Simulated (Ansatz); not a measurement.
Before relaxation, 2 H2O a cell, tilted, over a hollow O-O site (CaO, Fm-3m (No. 225), (1 0 0) face):

```yaml
crystal:
  lattice:
    - [6.83195, 0.00000, 0.00000]
    - [0.00000, 6.83195, 0.00000]
    - [0.00000, 0.00000, 23.56632]
  atoms:
    - { symbol: Ca, position: [0.25000, 0.25000, 0.33947] }
    - { symbol: Ca, position: [0.25000, 0.75000, 0.33947] }
    - { symbol: Ca, position: [0.75000, 0.25000, 0.33947] }
    - { symbol: Ca, position: [0.75000, 0.75000, 0.33947] }
    - { symbol: O, position: [0.50000, 0.50000, 0.33947] }
    - { symbol: O, position: [0.50000, 0.00000, 0.33947] }
    - { symbol: O, position: [0.00000, 0.50000, 0.33947] }
    - { symbol: O, position: [0.00000, 0.00000, 0.33947] }
    - { symbol: Ca, position: [0.50000, 0.50000, 0.44015] }
    - { symbol: Ca, position: [0.50000, 0.00000, 0.44015] }
    - { symbol: Ca, position: [0.00000, 0.50000, 0.44015] }
    - { symbol: Ca, position: [0.00000, 0.00000, 0.44015] }
    - { symbol: O, position: [0.75000, 0.75000, 0.44026] }
    - { symbol: O, position: [0.75000, 0.25000, 0.44026] }
    - { symbol: O, position: [0.25000, 0.75000, 0.44026] }
    - { symbol: O, position: [0.25000, 0.25000, 0.44026] }
    - { symbol: Ca, position: [0.75000, 0.75000, 0.54112] }
    - { symbol: Ca, position: [0.75000, 0.25000, 0.54112] }
    - { symbol: Ca, position: [0.25000, 0.75000, 0.54112] }
    - { symbol: Ca, position: [0.25000, 0.25000, 0.54112] }
    - { symbol: O, position: [0.00000, 0.00000, 0.54054] }
    - { symbol: O, position: [0.00000, 0.50000, 0.54054] }
    - { symbol: O, position: [0.50000, 0.00000, 0.54054] }
    - { symbol: O, position: [0.50000, 0.50000, 0.54054] }
    - { symbol: O, position: [0.25000, 0.50000, 0.67181] }
    - { symbol: H, position: [0.25886, 0.40333, 0.70302] }
    - { symbol: H, position: [0.13974, 0.58625, 0.68272] }
    - { symbol: O, position: [0.75000, 0.00000, 0.67181] }
    - { symbol: H, position: [0.84667, 0.00878, 0.70302] }
    - { symbol: H, position: [0.66367, 0.88981, 0.68272] }
```

These are results of Ansatz, DFT PBE, scalar-relativistic, plane waves, PAW, not measurements. Settings: cutoff 420 eV, Γ-centred mesh 2×2×1 on the computed 30-atom cell, Gaussian smearing of 0.05 eV; no spin polarisation. A dipole correction removes the field between periodic images along c.

Atoms 1, 2, 3, 4, 5, 6, 7, 8 (counted from 1) are held. The cell is fixed. Force threshold 0.04 eV/Å.

```csv
step,E − E_final (eV),largest force (eV/Å)
1,1.344,0.935
2,1.372,2.763
3,1.288,0.975
4,1.254,1.298
5,1.203,0.993
6,1.162,0.864
7,1.122,1.895
8,1.040,1.546
9,0.966,1.462
10,0.872,1.319
11,0.754,0.742
12,0.651,0.698
13,0.536,0.413
14,0.420,0.318
15,0.330,0.456
16,0.244,0.356
17,0.173,0.182
18,0.118,0.469
19,0.062,0.225
20,0.032,0.199
21,0.020,0.234
22,0.006,0.059
23,0.004,0.242
24,0.001,0.054
25,0.001,0.035
26,0.000,0.026
27,0.000,0.016
```

(1) What is the final structure?

The end is the local minimum or symmetric point that this start leads to. The slab is only 4.8 Å thick, so the energy isn't converged with thickness.

Answers

(1)
```
CELL_PARAMETERS angstrom
6.83195 0.00000 0.00000
0.00000 6.83195 0.00000
0.00000 0.00000 23.56632
ATOMIC_POSITIONS crystal
Ca 0.25000 0.25000 0.33947
Ca 0.25000 0.75000 0.33947
Ca 0.75000 0.25000 0.33947
Ca 0.75000 0.75000 0.33947
O 0.50000 0.50000 0.33947
O 0.50000 0.00000 0.33947
O 0.00000 0.50000 0.33947
O 0.00000 0.00000 0.33947
Ca 0.50019 0.50078 0.44044
Ca 0.50027 0.99960 0.43969
Ca 0.00013 0.49999 0.43957
Ca 0.99998 0.00025 0.44017
O 0.75058 0.75010 0.44079
O 0.74887 0.24983 0.44005
O 0.24928 0.74981 0.44021
O 0.25101 0.25011 0.44055
Ca 0.75121 0.75150 0.54169
Ca 0.75213 0.25211 0.54386
Ca 0.25139 0.75324 0.54438
Ca 0.25110 0.24987 0.54067
O 0.00008 0.00342 0.53793
O 0.99699 0.49082 0.54095
O 0.49568 0.99281 0.54201
O 0.49957 0.50296 0.53888
O 0.05306 0.65960 0.63224
H 0.07387 0.58437 0.66655
H 0.02177 0.56007 0.59769
O 0.59509 0.14242 0.63543
H 0.64215 0.05698 0.66526
H 0.54172 0.05455 0.60194
```

Cost: 1 run of about 24 core-minutes, on Arm Neoverse V1 (shared hosts).